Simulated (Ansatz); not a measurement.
**Ionic part of the dielectric constant of CaO, mode by mode**

Level of theory: DFT PBEsol, scalar-relativistic, plane waves, PAW (Ansatz). Cutoff 420 eV, 8×8×8 k-points (Γ-centred), fixed occupations. No spin polarisation. Phonons by linear response, acoustic sum rule imposed.

The structure is cubic, space group Pm-3m (No. 221). The conventional cell has a = 2.889 Å, b = 2.889 Å, c = 2.889 Å, α = 90.00°, β = 90.00°, γ = 90.00°. Ca (site symmetry m-3m) is surrounded by 8 O at 2.50 Å. Around O (site symmetry m-3m) lie 8 Ca at 2.50 Å.

The cell is the ideal cubic caesium chloride prototype; this isn't the usual structure of the compound.

The primitive cell has V = 24.12 Å³ and ε∞,xx = 4.577. Each polar mode adds Δε = (4.92064×10⁷/V)·S/ν² along x, with S its oscillator strength in e²/amu, ν in cm⁻¹ and V in Å³.

Q: From these modes, find each Δε and ε0,xx.
```csv
ν (cm⁻¹),S_xx (e²/amu)
134.5,0.5704
```

A:
```csv
ν (cm⁻¹),Δε
134.5,64.30
```

The sum is 64.303, so ε0,xx = 68.88; the run's tensor has 68.88.

Q: Where do the longitudinal modes lie for a wave vector along x?

A: At 522 cm⁻¹. The Lyddane–Sachs–Teller product Π(ν_LO/ν_TO)² = 15.05 matches ε0/ε∞ = 15.05.

Cost: 1 run of about 0.25 core-minutes, on Arm Neoverse V2 (shared hosts).